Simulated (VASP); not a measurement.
A run of VASP 6.6.1:

The input INCAR:

```
PREC     = Accurate       # precision mode
ENCUT    = 520            # plane-wave cutoff, eV
EDIFF    = 1E-8           # SCF threshold, eV
ISMEAR   = 0              # smearing method
SIGMA    = 0.02           # smearing width, eV
LREAL    = False          # projectors in reciprocal space
LASPH    = True           # aspherical terms in the spheres
NELM     = 80             # most SCF steps
ALGO     = Normal         # electronic algorithm
ISIF     = 2              # what is computed and relaxed
LWAVE    = False          # write WAVECAR
LCHARG   = False          # write CHGCAR
GGA      = PE             # functional
LEPSILON = True           # dielectric tensor by DFPT
KPAR     = 2
```

The input KPOINTS:

```
regular mesh
0
Gamma
  8 8 8
```

File POSCAR:

```
BaTiO3
1.0
    3.9998000000      0.0000000000      0.0000000000
    0.0000000000      3.9998000000      0.0000000000
    0.0000000000      0.0000000000      4.0180000000
Ba Ti O
1 1 3
Direct
    0.0000000000      0.0000000000      0.0000000000
    0.5000000000      0.5000000000      0.4900000000
    0.5000000000      0.5000000000      0.0190000000
    0.5000000000      0.0000000000      0.5170000000
    0.0000000000      0.5000000000      0.5170000000
```

Potentials or basis: VASP PAW PBE potentials, release 64 (Ba_sv, Ti_sv, O).

Command:

```sh
$ cat potpaw_PBE.64/Ba_sv/POTCAR potpaw_PBE.64/Ti_sv/POTCAR potpaw_PBE.64/O/POTCAR > POTCAR
$ mpirun -np 2 vasp_std > vasp.out
```

Hardware: 2 MPI ranks on AMD EPYC 9R45 96-Core Processor (Zen 5), with other jobs on the host.

**Question.** How long does it take, and how much memory?

**Answer.** Wall time 18 min on 2 MPI ranks on AMD EPYC 9R45 96-Core Processor (Zen 5) (shared host), peak memory 0.72 GiB a rank. Counts: scf iterations 333, k points 75.
